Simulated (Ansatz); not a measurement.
Here is an Ansatz 0.2.0 calculation.

The input input.yaml:

```yaml
crystal:
  lattice:
    - [0.0, 2.0859016414, 2.0859016414]
    - [2.0859016414, 0.0, 2.0859016414]
    - [2.0859016414, 2.0859016414, 0.0]
  atoms:
    - { symbol: Ni, position: [0.0, 0.0, 0.0], spin: 1.0 }
    - { symbol: O, position: [0.5, 0.5, 0.5] }
hamiltonian:
  xc: blyp
  pseudopotentials: { kind: paw }
magnetization:
  spin_polarized: true
kpoints:
  mp_grid: { grid: [11, 11, 11] }
scf:
  occupations: { method: fermi_dirac, width: 0.05 }
output:
  forces: true
  stress: true
  eigenvalues: true
relax:
  f_tol: 0.01
  max_steps: 40
  cell: { stress_tol: 0.05 }
```

Potentials or basis: Ansatz PAW.

Command:

```bash
$ ansatz run input.yaml --threads 2 --pin off --max-ram 5632MiB --backend cpu --events-out ev --progress --plain --runs-dir out
```

Task: What does it give for the relaxed cell?

Result: a = 3.027 Å, b = 3.027 Å, c = 3.027 Å, α = 60.00°, β = 60.00°, γ = 60.00°.

Task: What does it give for the band gap on the k mesh?

Result: None (metal or under the smearing width).

Task: Estimate the absolute moment.

Result: 1.87 μB per cell.

Task: What does it give for the net moment?

Result: 1.86 μB per cell.

Step by step:
```csv
step,energy change (eV),largest force (eV/Å),volume (Å³)
1,0.0000,0.0000,18.15
2,-0.0355,0.0000,18.75
3,-0.0484,0.0000,19.49
4,-0.0483,0.0000,19.51
5,-0.0585,0.0000,19.51
6,-0.0583,0.0000,19.60
7,-0.0583,0.0000,19.60
8,-0.0589,0.0000,19.60
```

Caveat: the plane-wave basis is chosen anew once the cell has moved, so the energies of steps on either side of that aren't comparable; a cell with one magnetic atom can't hold antiferromagnetic order, which such compounds often take; semilocal functionals often make such compounds metallic where correlation or magnetic order opens a gap, which also shifts bond lengths; the PAW data sets come from PBE, with cores solved anew for the run's functional, which leaves a small shift of forces and pressure. Zero-point motion and thermal expansion aren't in these numbers.
